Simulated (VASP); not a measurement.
Runs of VASP 6.6.1 on InAs. It takes space group F-43m (No. 216, cubic). The conventional cell has a = 6.036 Å, b = 6.036 Å, c = 6.036 Å, α = 90.00°, β = 90.00°, γ = 90.00°. Around In (site symmetry -43m) lie 4 As at 2.61 Å. As (site symmetry -43m) is surrounded by 4 In at 2.61 Å. 

```csv
k mesh,cutoff (eV),smearing,mesh quality,gap on the mesh (eV),pressure (GPa)
5 × 5 × 5,450,gaussian 0.02 eV,coarse,none,4.4
4 × 4 × 4,500,gaussian 0.02 eV,coarse,none,4.9
8 × 8 × 8,550,gaussian 0.1 eV,not flagged,none,4.3
4 × 4 × 4,450,gaussian 0.02 eV,coarse,none,(a)
```

Alike in all rows: task single point; level PBE; potentials or basis VASP PAW PBE potentials, release 64 (In_d_GW, As_GW); no spin polarisation; cell as given.

**Question.** Estimate the missing entries.

**Answer.** (a) 4.8.

Caveats: some runs use coarse meshes; this crystal is a semiconductor, whose small gap the functional closes, so the metal is an error of the method.

A k mesh can miss the band edges, and the runs leave out spin-orbit coupling on As, In.

A gap of «none» marks a metal or a gap under the smearing width.
